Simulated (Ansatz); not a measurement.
TiCo$_{3}$: what the smearing entropy tells about the Fermi level

Level of theory: Ansatz, DFT r2SCAN, scalar-relativistic, plane waves, PAW.

```
Ti Co
1.0
     3.61400    0.00000    0.00000
     0.00000    3.61400    0.00000
     0.00000    0.00000    3.61400
Ti Co
1 3
Direct
  0.00000 0.00000 0.00000
  0.00000 0.50000 0.50000
  0.50000 0.00000 0.50000
  0.50000 0.50000 0.00000
```

* plane-wave cutoff: 500 eV
* Γ-centred k-mesh: 12×12×12
* list of starting moments (μB, in atom order): -0.74 1.48 1.48 1.48
* check for lower electronic states after the SCF: asked for but not made

The same metal under several smearings of width σ, on one mesh. F is the free energy, TS the smearing's entropy term for the cell of 4 atoms, and E = F + TS. Gaussian occupations are ½ erfc[(ε − μ)/σ], and N counts both spins.

| rule | σ (eV) | F − F(narrowest) (meV/atom) | TS (meV/cell) |
| --- | --- | --- | --- |
| Fermi–Dirac | 0.01 | -0.090 | 0.935 |
| Fermi–Dirac | 0.02 | -0.469 | 4.205 |
| Gaussian | 0.01 | 0.000 | 0.090 |
| Gaussian | 0.05 | -0.437 | 3.956 |
| Gaussian | 0.1 | -1.991 | 16.893 |
| Gaussian | 0.3 | -17.916 | 137.596 |

Q: For a density of states N (both spins) that is flat over the smeared range, TS = Nσ²/2 (Gaussian) and (π²/3)Nσ² (Fermi–Dirac). What N does each run give?

A:
```csv
rule,σ (eV),N (states/eV a cell)
Fermi–Dirac,0.01,2.84
Fermi–Dirac,0.02,3.20
Gaussian,0.01,1.80
Gaussian,0.05,3.16
Gaussian,0.1,3.38
Gaussian,0.3,3.06
```

Equal entropy needs σ_Gauss = π√(2/3) σ_FD = 2.57 σ_FD, so a Fermi–Dirac width acts like a Gaussian one 2.57 times as large. At moderate widths N lies between 3.06 and 3.38, nearly constant, so the density of states is smooth near the Fermi level and the mesh resolves it. At the narrowest widths only the few mesh levels within σ of μ count, so N can scatter there.

Q: To second order F = E0 − TS/2 and E = E0 + TS/2. How well does E0 = (E + F)/2 undo the smearing?

A:
| rule | σ (eV) | F − E0(narrowest) (meV/atom) | (E + F)/2 − E0(narrowest) (meV/atom) |
| --- | --- | --- | --- |
| Fermi–Dirac | 0.01 | -0.10 | 0.02 |
| Fermi–Dirac | 0.02 | -0.48 | 0.04 |
| Gaussian | 0.01 | -0.01 | 0.00 |
| Gaussian | 0.05 | -0.45 | 0.05 |
| Gaussian | 0.1 | -2.00 | 0.11 |
| Gaussian | 0.3 | -17.93 | -0.73 |

At Gaussian 0.3 eV the free energy is off by -17.93 meV/atom and the mean by -0.73. What remains is of order σ⁴ plus the mesh error of the narrowest run, which is no exact reference. Forces and stress are derivatives of F, not of E0, so they keep the σ² error.

1 further run of this set didn't finish or converge.

The entropy points to a metal with a sizeable density of states at the Fermi level, as expected where Co 3d states, mixed with Ti 3d, meet the broader sp bands. The fall in N from 3.38 to 3.06 states/eV a cell between the two widest Gaussian runs suggests that the widest one reaches into regions of lower average density. The same departure from a flat band explains why (E + F)/2 changes from slightly too high to too low: the entropy then grows more slowly than σ², so adding half of it no longer cancels the shift in F.

Each N is an average over the smeared window, so similar values don't rule out narrow peaks or dips near the Fermi level. N would set the bare electronic specific heat, while a measured coefficient also contains electron–phonon and spin-fluctuation enhancement. Because N sums both spins, it can't show whether the Co d bands are exchange-split, and so supports no conclusion about magnetic order.
